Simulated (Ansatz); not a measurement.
CuO (Tenorite): equation of state with RPBE+D3(BJ)

The system is CuO (Tenorite).

```
Cu O
1.0
     2.34185   -1.71130    0.00000
     2.34185    1.71130    0.00000
    -0.85003    0.00000    5.05787
Cu O
2 2
Direct
  0.50000 0.00000 0.50000
  0.00000 0.50000 0.00000
  0.41840 0.58160 0.75000
  0.58160 0.41840 0.25000
```

```
Program             : Ansatz 0.2.0
Task                : equation of state
Functional          : RPBE
Dispersion          : D3(BJ)
Potentials or basis : Ansatz PAW
Cutoff              : 420 eV
Density cutoff      : 1680 eV
k mesh              : 10 × 10 × 5
Occupations         : fermi-dirac, width 0.05 eV
Spin                : no spin polarisation
```

| Item | Value |
| --- | --- |
| Equilibrium volume | 9.50 Å³/atom (rough: see the caveat) |
| Bulk modulus at fixed shape and positions | 213 GPa (rough) |

Energy against volume, from the lowest point:
```
volume (Å³/atom)  energy (meV/atom)
           9.527               0.00
           9.730               3.59
           9.932              12.17
          10.135              25.14
          10.338              41.98
          10.540              62.25
          10.743              85.52
```

All runs of the series together: 11 s on 2 threads of AMD EPYC 9R45 96-Core Processor (Zen 5) (shared host).

Caveat: the potentials were made for another functional, which shifts forces and pressure; the minimum lies outside the volumes run; the cell was scaled at fixed shape and fractional positions, which overstates the stiffness of a crystal with free parameters, most of all of layers and chains; the run has no spin polarisation, though such a crystal can be magnetic.
